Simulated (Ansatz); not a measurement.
**SiC (Moissanite 6H): equation of state with PBE**

The system is SiC (Moissanite 6H).

```
Si C
1.0
     3.09500    0.00000    0.00000
    -1.54750    2.68035    0.00000
     0.00000    0.00000   15.17000
Si C
6 6
Direct
  0.66667 0.33333 0.45830
  0.33333 0.66667 0.95830
  0.66667 0.33333 0.79170
  0.33333 0.66667 0.29170
  0.00000 0.00000 0.62500
  0.00000 0.00000 0.12500
  0.66667 0.33333 0.33330
  0.33333 0.66667 0.83330
  0.66667 0.33333 0.66670
  0.33333 0.66667 0.16670
  0.00000 0.00000 0.50000
  0.00000 0.00000 0.00000
```

```json
{
  "Program": "Ansatz 0.2.0",
  "Task": "equation of state",
  "Functional": "PBE",
  "Potentials or basis": "Ansatz PAW small core",
  "Cutoff": "420 eV",
  "Density cutoff": "1680 eV",
  "k mesh": "10 × 10 × 2",
  "Occupations": "fermi-dirac, width 0.05 eV",
  "Spin": "no spin polarisation"
}
```

- Equilibrium volume: 10.50 Å³/atom
- Bulk modulus at fixed shape and positions: 213 GPa
- Pressure derivative of the bulk modulus: 3.9

Energy against volume, from the lowest point:
```tsv
volume (Å³/atom)	energy (meV/atom)
9.858	28.81
10.068	12.60
10.277	3.22
10.487	0.00
10.697	2.41
10.907	9.88
11.116	21.97
```

All runs of the series together: 46 s on 2 threads of Arm Neoverse V1 (shared host).

Caveat: the cell was scaled at fixed shape and fractional positions, which overstates the stiffness of a crystal with free parameters, most of all of layers and chains.
